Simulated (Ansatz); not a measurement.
ZrC: equation of state with LDA

The system is ZrC.

```
Zr C
1.0
     0.00000    2.36500    2.36500
     2.36500    0.00000    2.36500
     2.36500    2.36500    0.00000
Zr C
1 1
Direct
  0.50000 0.50000 0.50000
  0.00000 0.00000 0.00000
```

```
Program             : Ansatz 0.2.0
Task                : equation of state
Functional          : LDA
Potentials or basis : Ansatz PAW
Cutoff              : 420 eV
Density cutoff      : 1680 eV
k mesh              : 10 × 10 × 10
Occupations         : fermi-dirac, width 0.05 eV
Spin                : no spin polarisation
```

```yaml
Equilibrium_volume: 12.50 Å³/atom
Bulk_modulus: 247 GPa
Pressure_derivative_of_the_bulk_modulus: 4.1
```

Energy against volume, from the lowest point:
```
volume (Å³/atom)  energy (meV/atom)
          12.434               0.00
          12.699               2.14
          12.963              12.24
          13.228              29.52
          13.493              53.21
          13.757              82.70
          14.022             117.39
```

All runs of the series together: 4.5 s on 2 threads of Arm Neoverse V2, with other jobs on the host.

LDA usually gives volumes a few per cent too small. Zero-point motion and thermal expansion aren't in these numbers.
